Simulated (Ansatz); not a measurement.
Crystal: Ti3Al.

```xyz
4
Lattice="2.9275 0.0000 0.0000 -1.4638 2.5353 0.0000 0.0000 0.0000 9.2264" Properties=species:S:1:pos:R:3 pbc="T T T"
Ti    0.0000    1.6902    2.3011
Ti    0.0000    1.6902    6.9253
Ti    1.4638    0.8451    0.0000
Al    1.4638    0.8451    4.6132
```

The cell comes from a database or a generator and needn't be the stable form of this composition.

Base run:

- Program: Ansatz 0.2.0
- Functional: PBEsol
- Potentials or basis: all-electron LAPW, scalar-relativistic
- Cutoff: 209 eV
- Density cutoff: 836 eV
- Basis error allowed: 0.002 eV/atom
- k mesh: 10 × 10 × 3
- Occupations: fermi-dirac, width 0.05 eV
- Spin: no spin polarisation

Its results: pressure -3.4 GPa; largest force 0.080 eV/Å.

Q: The run is repeated on the same cell with these changes: functional from PBEsol to LDA. What comes out?

A: Pressure -7.1 GPa; largest force 0.137 eV/Å.

LDA binds more tightly than PBEsol, so the same cell stands under less pressure.

Not every run made on this cell is shown here.
